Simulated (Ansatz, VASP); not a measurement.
## InSe in two plane-wave programs

One calculation is typed for both programs; each brings its own data sets and cutoff. How far apart do they land? The cell is taken from a series of VASP runs on this material, whose earlier steps may have relaxed, scaled or displaced it; both programs get it as it stands.

Method: plane waves, with VASP 6.6.1 beside it; band structure at LDA, single point at LDA and band structure at LDA, spin-orbit coupling, in Ansatz 0.2.0.

### 1. The structure

Symmetry: R3m, No. 160, trigonal system. The conventional cell has a = 3.978 Å, b = 3.978 Å, c = 24.351 Å, α = 90.00°, β = 90.00°, γ = 120.00°. Nearest to In lie 3 Se at 2.62 Å and 1 In at 2.75 Å. Se has 3 In at 2.62 Å nearest. Se has 3 In at 2.62 Å nearest. Farther neighbours and most contacts between anions are not listed.

### 2. Ansatz: band structure, LDA

Ansatz runs on its default PAW (the set named soft_2) files.

The same path points are solved in both programs, so levels can be compared one by one.

input.yaml

```yaml
crystal:
  lattice:
    - [1.989143212, 1.1484323689, 8.1168788165]
    - [-1.989143212, 1.1484323689, 8.1168788165]
    - [0.0, -2.2968647379, 8.1168788165]
  atoms:
    - { symbol: In, position: [0.9997355226, 0.9997355226, 0.9997355226] }
    - { symbol: In, position: [0.1124797181, 0.1124797181, 0.1124797181] }
    - { symbol: Se, position: [0.6143096607, 0.6143096607, 0.6143096607] }
    - { symbol: Se, position: [0.8311750986, 0.8311750986, 0.8311750986] }
hamiltonian:
  xc: lda
  pseudopotentials: { kind: paw }
kpoints:
  mp_grid: { grid: [7, 7, 7] }
  band_path:
    path:
      - [0.0, 0.0, 0.0]
      - [0.13333, 0.0, 0.0]
      - [0.3, 0.0, 0.0]
      - [0.46667, 0.0, 0.0]
      - [0.5, 0.036, -0.036]
      - [0.5, 0.09601, -0.09601]
      - [0.5, 0.15601, -0.15601]
      - [0.77732, 0.5, 0.22268]
      - [0.67066, 0.5, 0.32934]
      - [0.564, 0.5, 0.436]
      - [0.5, 0.5, 0.5]
      - [0.46667, 0.46667, 0.46667]
      - [0.3, 0.3, 0.3]
      - [0.13333, 0.13333, 0.13333]
      - [0.0, 0.0, 0.0]
      - [0.11334, 0.0, -0.11334]
      - [0.204, 0.0, -0.204]
      - [0.31734, 0.0, -0.31734]
      - [0.628, 0.372, 0.0]
      - [0.57466, 0.42534, 0.0]
      - [0.52133, 0.47867, 0.0]
      - [0.52133, 0.52133, 0.024]
      - [0.57466, 0.57466, 0.08401]
      - [0.628, 0.628, 0.14401]
      - [0.64933, 0.64933, 0.20134]
      - [0.596, 0.596, 0.30801]
      - [0.54267, 0.54267, 0.41467]
      - [0.51067, 0.51067, 0.47867]
      - [0.5, 0.0, 0.0]
      - [0.60666, 0.11334, 0.11334]
      - [0.71333, 0.22667, 0.22667]
      - [0.81999, 0.34001, 0.34001]
    npoints: 1
scf:
  occupations: { method: gaussian, width: 0.05 }
  n_extra_bands: 8
output:
  forces: true
  stress: true
  eigenvalues: true
```

The run is started by

```console
$ ansatz run input.yaml --threads 2 --pin off --max-ram 4608MiB --backend cpu --events-out ev --progress --plain --runs-dir out
```

Numbers of over 12 decimals in the logs are rounded to 6 here.

The log of the run:

```text
basis.fft_grid_basis auto: the FFT boxes are laid along the combinations [[1, 0, -1], [0, 1, -1], [0, 0, 1]] of the cell's own vectors, 3.978, 3.978 and 8.436 Å long. The dense box has 27×27×60 points. Along the cell's own vectors, as sized, it would have 60×60×60, 4.94 times as many. Of the 6 symmetry operations that the crystal satisfies within crystal.symmetry.tolerance (time reversal apart; of a slab, those that  [...]
scf.n_extra_bands = 8 over 29 filled bands (N_el = 58.0): the run solves 37 bands
Engine: ansatz 0.2.0, aarch64-unknown-linux-gnu
Pseudopotentials: kind: paw
Pseudopotential: In, paw, valence charge 13, recommended cutoff 420 eV (normal), In.paw.azcp
Pseudopotential: Se, paw, valence charge 16, recommended cutoff 420 eV (normal), Se.paw.azcp
Functional definition: SPW92
  exchange = slater_x
  correlation = pw_c
Crystal: 4 atoms, lattice volume = 111.253 Å³
Basis set: ecut = 420 eV, 2205 PW (Γ), FFT grids on a1−a3, a2−a3, a3
Bands: 37, of which v1, the nominal top of the filled ones, is band 29 counted from 1 (28 counted from 0)
Symmetry: 6 space group operations
Space group: R3m (ITA 160), of the structure as read, at distance tolerance 4.8e-5 Å
k-points: 44 of 343 (time reversal used)
Non-local potential: In, projectors of the file, l = 0: 2, l = 1: 2, l = 2: 2, l = 3: 2
Non-local potential: Se, projectors of the file, l = 0: 2, l = 1: 2, l = 2: 3, l = 3: 1
PAW form: soft (Blöchl's): semilocal exchange-correlation on the pseudo side does not see the compensation charge
PAW frozen core: In, regenerated for the run's functional, and the local potential with it (the file was generated under x = pbe(κ = 0.804, μ = 0.219515), c = pbe(β = 0.066725))
PAW frozen core: Se, regenerated for the run's functional, and the local potential with it (the file was generated under x = pbe(κ = 0.804, μ = 0.219515), c = pbe(β = 0.066725))
PAW one-centre angular grid: In, 590 points (default); XC on 64 Gauss nodes
PAW one-centre angular grid: Se, 590 points (default); XC on 64 Gauss nodes
Initial density: superposition of atomic densities (neutral atoms: chi_scale 0, normalization atom), corrected by the library's trained network
Initial wavefunctions: pseudopotential atomic-orbital guess
Functional: x = slater, c = lda
SCF iter   1: F=—  HF=-21682.766212 eV  |F-HF|=—  |Δ(HF+E_count)|=         —  Δρ=6.94e-3  dr2=5.70e-2  ethr=1.77e-3  ⟨swp⟩=6.7  Hψ=7132  notcnv=0  defer=4
preconditioner: auto → Resta (q_TF=auto, 2.448 Å⁻¹)  ε∞=3.2  [insulator: Δε(μ)=0.596 eV  Ē_g=14.740 eV  σ=0.050 eV  W_gap=1.00  n_scr=30 (ndim 8)  ℏωp=21.7 eV  f_vac=0.064  D(μ)=0.00/eV (n_scr^D=0)  ε∞_Penn≈3.2]
SCF iter   2: F=—  HF=-21682.751962 eV  |F-HF|=—  |Δ(HF+E_count)|=   1.42e-2  Δρ=2.88e-3  dr2=5.03e-3  ethr=9.84e-5  ⟨swp⟩=3.1  Hψ=3047  notcnv=0  defer=110
SCF iter   3: F=—  HF=-21682.750896 eV  |F-HF|=—  |Δ(HF+E_count)|=   1.07e-3  Δρ=9.72e-4  dr2=8.13e-4  ethr=8.66e-6  ⟨swp⟩=2.0  Hψ=1958  notcnv=0  defer=110
SCF iter   4: F=—  HF=-21682.750789 eV  |F-HF|=—  |Δ(HF+E_count)|=   1.06e-4  Δρ=2.50e-4  dr2=5.90e-5  ethr=1.40e-6  ⟨swp⟩=1.9  Hψ=1675  notcnv=0  defer=110
SCF iter   5: F=—  HF=-21682.750794 eV  |F-HF|=—  |Δ(HF+E_count)|=   4.78e-6  Δρ=4.61e-5  dr2=2.30e-6  ethr=1.02e-7  ⟨swp⟩=2.4  Hψ=2125  notcnv=0  defer=110
SCF iter   6: F=—  HF=-21682.750795 eV  |F-HF|=—  |Δ(HF+E_count)|=   8.52e-7  Δρ=9.86e-6  dr2=1.45e-7  ethr=3.96e-9  ⟨swp⟩=2.0  Hψ=2736  notcnv=0  defer=110
SCF iter   7: F=-21682.750795 eV  HF=-21682.750795 eV  |F-HF|=1.01e-9  |Δ(HF+E_count)|=   3.75e-8  Δρ=3.62e-6  dr2=1.93e-8  ethr=1.72e-10  ⟨swp⟩=9.0  Hψ=7563  notcnv=0
SCF 1 converged in 7 iterations: F = -21682.750795 eV  dr2 = 1.93e-8
  greatest PAW one-centre occupation: 1.000 electrons in one spin orbital (limit 2), on the Se atom at site 3 (counted from 0), in its partial waves of l = 2
NSCF: frozen V_eff on 32 k-points
SCF converged after 7 iterations
Free energy (F): -21682.750795 eV
Harris-Foulkes:  -21682.750795 eV  (|F-HF|=1.01e-9)
Internal energy: -21682.750795 eV  (E = F + TS)
E sigma→0 (E₀):  -21682.750795 eV
Fermi energy:    7.831879 eV
--- Per-component energies (eV) ---
  E_band       = -900.396811
  E_kinetic    = 726.672887
  E_local      = -7732.359237  (includes V_loc(G=0)·N_el)
  E_nonlocal   = -437.827694
  E_hartree    = 3561.334670
  E_xc         = -634.364841
  E_vxc        = -399.332405  (∫ρ·V_xc dr)
  E_paw        = -11685.106581  (= ΣΔE_a)
  E_vpaw       = -180.228039  (= ΣTr[D̂ρ^β])
  E_aug_tail   = -0.001150  (compensation charges beyond the density's cutoff)
  E_ewald      = -5486.102646
  E_core_change = 5.003797  (= ΣΔE_core)
  E_smearing   = -0.000000  (= −TS)
  E_closure    = 0.000000  (closes the sum)
  Σ components = -21682.750795   (vs F -21682.750795, Δ=0.00e0)
--- Forces (eV/Å), atoms counted from 1 ---
  atom   1  In    -0.00000000     0.00000000    -0.00859855
  atom   2  In    -0.00000000    -0.00000000     0.01037139
  atom   3  Se    -0.00000000    -0.00000000     0.02976718
  atom   4  Se     0.00000000     0.00000000    -0.03152209
  max |Σ_I F_I| component: 1.79e-5 eV/Å
--- Stress (GPa, compression-positive) ---
       -0.135243       0.000000       0.000000
        0.000000      -0.135243       0.000000
        0.000000       0.000000      -0.146497
  P = ⅓ Tr σ = -0.1390 GPa (-1.390 kbar)
--- Band table (eV; the first three rows and the last of 44) ---
  k-point 0: bands = [... 25 lower, 6.2359, 6.2359, 6.4163, 6.4163, 9.4183, 9.6213, 11.8921, 11.8921, ... 4 higher]
  k-point 1: bands = [... 25 lower, 5.8908, 5.9684, 6.2048, 6.4879, 9.7267, 10.3281, 11.1742, 12.0830, ... 4 higher]
  k-point 2: bands = [... 25 lower, 5.4953, 5.6169, 5.7498, 6.4973, 9.2348, 9.6950, 11.4151, 11.8976, ... 4 higher]
  k-point 43: bands = [... 25 lower, 5.3421, 5.8849, 6.3039, 7.5241, 9.0602, 10.3455, 11.2269, 11.9450, ... 4 higher]
```

Wall time 22 s (2 threads of Arm Neoverse N1, shared host); peak memory 0.4 GiB; 43 s of CPU time.

### 3. VASP: band structure, LDA

The same cell, functional (in two slightly different forms), mesh and smearing now go to VASP, with its own data sets and cutoff.

Lines of VASP's logs that name or quote its potential files are left out, and so is its time.

INCAR

```
SYSTEM = InSe
PREC = Accurate
ENCUT = 400
EDIFF = 1E-06
NELM = 100
ISMEAR = 0
SIGMA = 0.05
LREAL = .FALSE.
ALGO = Normal
GGA = CA
NBANDS = 33
LORBIT = 11
LWAVE = .FALSE.
LCHARG = .FALSE.
KPAR = 4
```

POSCAR

```
InSe
1.0
    1.9891432120      1.1484323689      8.1168788165
   -1.9891432120      1.1484323689      8.1168788165
    0.0000000000     -2.2968647379      8.1168788165
In Se
2 2
Direct
    0.9997355226      0.9997355226      0.9997355226
    0.1124797181      0.1124797181      0.1124797181
    0.6143096607      0.6143096607      0.6143096607
    0.8311750986      0.8311750986      0.8311750986
```

KPOINTS

```
Automatic mesh
0
Gamma
7 7 7
0 0 0
```

KPOINTS_OPT

```
Line mode
16
Line-mode
Reciprocal
  0.00000000   0.00000000   0.00000000 GAMMA
  0.50000000   0.00000000   0.00000000 L

  0.50000000   0.00000000   0.00000000 L
  0.50000000   0.18001237  -0.18001237 B1

  0.81998763   0.50000000   0.18001237 B
  0.50000000   0.50000000   0.50000000 Z

  0.50000000   0.50000000   0.50000000 Z
  0.00000000   0.00000000   0.00000000 GAMMA

  0.00000000   0.00000000   0.00000000 GAMMA
  0.34000618   0.00000000  -0.34000618 X

  0.65999382   0.34000618   0.00000000 Q
  0.50000000   0.50000000   0.00000000 F

  0.50000000   0.50000000   0.00000000 F
  0.65999382   0.65999382   0.18001237 P1

  0.65999382   0.65999382   0.18001237 P1
  0.50000000   0.50000000   0.50000000 Z

  0.50000000   0.00000000   0.00000000 L
  0.81998763   0.34000618   0.34000618 P
```

Potentials, in the order of the species: In_d and Se (LDA family, release 64).

The run is started by

```console
$ mpirun -np 4 vasp_std
```

The log of the run:

```text
[banner, memory and clock lines left out]
running    4 mpi-ranks, on    1 nodes
 distrk:  each k-point on    1 cores,    4 groups
 distr:  one band on    1 cores,    1 groups

 POSCAR found type information on POSCAR InSe
 POSCAR found :  2 types and       4 ions
 LDA part: xc-table for (Slater(with rela. corr.)+CA(PZ))
 , standard interpolation
 POSCAR, INCAR and KPOINTS ok, starting setup
 FFT: planning ... GRIDC
 FFT: planning ... GRID_SOFT
 FFT: planning ... GRID
 WAVECAR not read
 entering main loop
       N       E                     dE             d eps       ncg     rms          rms(c)
DAV:   1     0.324307564411E+03    0.32431E+03   -0.14227E+04  2936   0.108E+03
DAV:   2     0.227258886199E+02   -0.30158E+03   -0.28661E+03  2984   0.318E+02
DAV:   3    -0.153601644575E+02   -0.38086E+02   -0.37410E+02  3561   0.121E+02
DAV:   4    -0.170878383086E+02   -0.17277E+01   -0.17233E+01  3461   0.268E+01
DAV:   5    -0.171667280985E+02   -0.78890E-01   -0.78878E-01  4526   0.540E+00    0.712E+00
DAV:   6    -0.167206266387E+02    0.44610E+00   -0.64170E-01  4211   0.120E+01    0.437E+00
DAV:   7    -0.166753746139E+02    0.45252E-01   -0.26849E-01  4037   0.317E+00    0.110E+00
DAV:   8    -0.166701257546E+02    0.52489E-02   -0.23597E-02  4405   0.143E+00    0.553E-01
DAV:   9    -0.166693219602E+02    0.80379E-03   -0.40197E-03  3846   0.370E-01    0.145E-01
DAV:  10    -0.166693378178E+02   -0.15858E-04   -0.22138E-04  4024   0.904E-02    0.765E-02
DAV:  11    -0.166693508079E+02   -0.12990E-04   -0.42947E-05  3989   0.498E-02    0.182E-02
DAV:  12    -0.166693466707E+02    0.41371E-05   -0.99193E-06  3989   0.262E-02    0.133E-02
DAV:  13    -0.166693471841E+02   -0.51334E-06   -0.18918E-06  2776   0.605E-03
   1 F= -.16669347E+02 E0= -.16669347E+02  d E =-.171992E-14
 Start KPOINTS_OPT (optional k-point list driver)
k-point batch [1-44\144]
       N       E                     dE             ncg
DAV:   1     0.537188867894E+04   -0.29691E+05     2920
DAV:   2    -0.792704126081E+04   -0.13299E+05     2928
DAV:   3    -0.960139228685E+04   -0.16744E+04     3553
DAV:   4    -0.967601237764E+04   -0.74620E+02     3455
DAV:   5    -0.967949525100E+04   -0.34829E+01     4552
DAV:   6    -0.967954246770E+04   -0.47217E-01     3552
DAV:   7    -0.967954451599E+04   -0.20483E-02     4512
DAV:   8    -0.967954455511E+04   -0.39128E-04     3592
DAV:   9    -0.967954455621E+04   -0.10975E-05     2472
DAV:  10    -0.967954455663E+04   -0.41985E-06     2192
[...]
k-point batch [133-144\144]
       N       E                     dE             ncg
DAV:   1     0.265375998079E+05   -0.10989E+05      792
DAV:   2     0.229829783828E+05   -0.35546E+04      800
DAV:   3     0.225434873294E+05   -0.43949E+03      962
DAV:   4     0.225240939462E+05   -0.19393E+02     1000
DAV:   5     0.225231796196E+05   -0.91433E+00     1216
DAV:   6     0.225231665009E+05   -0.13119E-01     1016
DAV:   7     0.225231659754E+05   -0.52552E-03     1200
DAV:   8     0.225231659641E+05   -0.11301E-04     1032
DAV:   9     0.225231659638E+05   -0.30803E-06      640
```

Parts of OUTCAR (step 3):

```text
ion  position               nearest neighbor table
   1  1.000  1.000  1.000-   3 2.62   3 2.62   3 2.62   2 2.75
   2  0.112  0.112  0.112-   4 2.62   4 2.62   4 2.62   1 2.75
   3  0.614  0.614  0.614-   1 2.62   1 2.62   1 2.62
   4  0.831  0.831  0.831-   2 2.62   2 2.62   2 2.62

  LATTYP: Found a trigonal (rhomboedric) cell.
 ALAT       =     8.4355977468
 COS(alpha) =     0.8887934480

 Subroutine GETGRP returns: Found  6 space group operations
 (whereof  6 operations were pure point group operations)

The static configuration has the point symmetry C_3v.

 Found     44 irreducible k-points:

   k-points           NKPTS =     44   k-points in BZ     NKDIM =     44   number of bands    NBANDS=     33

   dimension x,y,z NGX =    56 NGY =   56 NGZ =   56
   dimension x,y,z NGXF=   112 NGYF=  112 NGZF=  112

   ENCUT  =  400.0 eV  29.40 Ry    5.42 a.u.  13.76 13.76 13.76*2*pi/ulx,y,z

   NELECT =      38.0000    total number of electrons

 k-points in reciprocal lattice and weights: Automatic mesh
   0.00000000  0.00000000  0.00000000       0.003
   0.14285714 -0.00000000  0.00000000       0.017
   0.28571429  0.00000000  0.00000000       0.017
   0.42857143  0.00000000  0.00000000       0.017
   0.14285714  0.14285714  0.00000000       0.017
   0.28571429  0.14285714  0.00000000       0.035
   0.42857143  0.14285714  0.00000000       0.035
  -0.42857143  0.14285714 -0.00000000       0.035
  -0.28571429  0.14285714 -0.00000000       0.035
[...]
0.42857143  0.42857143  0.42857143       0.006
  -0.42857143  0.42857143  0.42857143       0.017

 average (electrostatic) potential at core
       1 -96.2298       2 -96.2273       3 -59.9025       4 -59.9022

 E-fermi :   4.6125

 k-point     1 :       0.0000    0.0000    0.0000
  band No.  band energies     occupation
    ...
     15       2.7289      2.00000
     16       3.0558      2.00000
     17       3.0558      2.00000
     18       3.2357      2.00000
     19       3.2357      2.00000
     20       6.2457      0.00000
     21       6.4533      0.00000
     22       8.7081      0.00000
     23       8.7081      0.00000
     24       9.5272      0.00000
    ...

 k-point     2 :       0.1429   -0.0000    0.0000
  band No.  band energies     occupation
    ...
     15       1.8128      2.00000
     16       2.7122      2.00000
     17       2.7877      2.00000
     18       3.0236      2.00000
     19       3.3122      2.00000
     20       6.5623      0.00000
     21       7.1552      0.00000
     22       7.9992      0.00000
     23       8.9014      0.00000
     24       9.0306      0.00000
    ...

 k-point     3 :       0.2857    0.0000    0.0000
  band No.  band energies     occupation
    ...
     15       0.4971      2.00000
     16       2.3135      2.00000
     17       2.4433      2.00000
     18       2.5674      2.00000
     19       3.3255      2.00000
     20       6.0576      0.00000
     21       6.5335      0.00000
     22       8.2284      0.00000
     23       8.7201      0.00000
     24       9.1465      0.00000
    ...

  Total       -0.0205400     -0.0205400     -0.0095283      0.0000000      0.0000000      0.0000000
  in kB       -0.2958005     -0.2958005     -0.1372183      0.0000000      0.0000000      0.0000000
  external PRESSURE =      -0.2429398 kB  Pullay stress =       0.0000000 kB

  energy-cutoff  :      400.00
  volume of cell :      111.25
      direct lattice vectors                 reciprocal lattice vectors
     1.989143212  1.148432369  8.116878816     0.251364506  0.145125365  0.041066688
    -1.989143212  1.148432369  8.116878816    -0.251364506  0.145125365  0.041066688
     0.000000000 -2.296864738  8.116878816     0.000000000 -0.290250730  0.041066688

 POSITION                                       TOTAL-FORCE (eV/Angst)
 -----------------------------------------------------------------------------------
      0.00000     -0.00000     24.34420         0.000000     -0.000000      0.004661
      0.00000     -0.00000      2.73895         0.000000      0.000000     -0.003562
      0.00000     -0.00000     14.95883         0.000000     -0.000000      0.002628
      0.00000     -0.00000     20.23964         0.000000      0.000000     -0.003727
 -----------------------------------------------------------------------------------
    total drift:                               -0.000000     -0.000000     -0.001500

  FREE ENERGIE OF THE ION-ELECTRON SYSTEM (eV)
  ---------------------------------------------------
  free  energy   TOTEN  =       -16.6693471841 eV

  energy  without entropy=      -16.6693471841  energy(sigma->0) =      -16.66934718

 total charge
# of ion       s       p       d       tot
------------------------------------------
    1        0.876   0.704   9.884  11.464
    2        0.876   0.706   9.884  11.466
    3        1.480   2.333   0.025   3.838
    4        1.479   2.334   0.026   3.839
--------------------------------------------------
tot          4.711   6.076  19.819  30.607

[... 3 further parts left out ...]
```

Spin-orbit coupling is off here; with elements this heavy it splits and shifts levels by tenths of an eV or more.

### 4. Comparison

Known differences besides the potentials themselves: the two LDA forms differ slightly; the data sets hold 58 valence electrons in Ansatz (default PAW (the set named soft_2) files) and 38 in VASP; the cutoff is 420 eV in Ansatz and 400 eV in VASP; VASP's log shows a relativistic correction to its local exchange, Ansatz's none. Total energies have different zeros and are not compared.

The two programs side by side:

```csv
quantity,Ansatz,VASP,difference
pressure (GPa),-0.14,-0.02,-0.11
gap over the path points (eV),0.176,0.187,-0.011
```

Levels at points of the path, from each program's valence-band top (eV; 4 filled, then empty):

```csv
k (reciprocal lattice),Ansatz,VASP
0.000 0.000 0.000,-1.48 -1.48 -1.30 -1.30 1.71 1.91 4.18,-1.49 -1.49 -1.31 -1.31 1.70 1.91 4.16
0.133 0.000 0.000,-1.79 -1.71 -1.48 -1.24 2.00 2.61 3.46,-1.80 -1.73 -1.50 -1.25 2.00 2.61 3.46
0.300 0.000 0.000,-2.26 -2.11 -2.01 -1.26 1.43 1.96 3.66,-2.27 -2.12 -2.02 -1.26 1.42 1.97 3.64
0.467 0.000 0.000,-2.60 -2.56 -2.33 -1.79 0.92 1.89 3.56,-2.61 -2.57 -2.35 -1.79 0.91 1.89 3.55
0.500 0.036 -0.036,-2.94 -2.63 -2.42 -1.72 1.11 2.03 3.60,-2.95 -2.64 -2.43 -1.73 1.10 2.03 3.58
0.500 0.096 -0.096,-3.66 -3.18 -2.33 -1.63 1.79 2.23 3.12,-3.68 -3.19 -2.34 -1.63 1.78 2.24 3.11
0.500 0.156 -0.156,-3.96 -2.92 -2.36 -1.79 1.59 2.32 3.05,-3.97 -2.92 -2.37 -1.79 1.57 2.33 3.04
0.777 0.500 0.223,-3.59 -2.72 -2.57 -2.00 1.48 2.50 3.52,-3.61 -2.73 -2.57 -2.00 1.47 2.51 3.51
0.671 0.500 0.329,-3.09 -2.78 -2.32 -0.92 2.30 2.52 3.92,-3.10 -2.79 -2.33 -0.92 2.31 2.51 3.90
0.564 0.500 0.436,-2.12 -1.72 -1.35 -0.08 1.04 2.51 3.57,-2.14 -1.73 -1.37 -0.08 1.05 2.50 3.56
```

At this near-relaxed geometry the largest component of a force difference is 28 meV/Å. Among the levels compared at these points, filled levels agree within 18 meV and empty ones within 19 meV. Ansatz's pressure holds a Pulay correction of 0.03 GPa; VASP's holds none.

### 5. Further runs

Further runs change the set-up of one program: Ansatz's method, potentials or start, or VASP's data sets, cutoff or form of LDA. The table gives Ansatz less VASP for each quantity, since a change that brings one quantity closer may part another.

```csv
run,r.m.s. force difference (meV/Å),pressure (GPa),gap over the path points (eV)
as above,13,-0.11,-0.011
cores kept as stored,9.8,-0.080,-0.0086
Ansatz's larger PAW set (cutoff 620 eV),12,-0.11,-0.0090
norm-conserving potentials (cutoff 1170 eV),14,-0.13,-0.017
```

(Continued in part 2 of 2.)

[Lines on the potential files, build, host, timing and source positions are cut from VASP's logs without a mark.]

[Logs are printed without paths, hosts, clocks, repeated set-up lines and the standing remarks that a program may print on its own settings, such as how far it seeks lower states.]

[Hosts, paths, dates, database ids (printed as entryN), source tags and the programs' standing remarks are cut or masked in the printed files.]
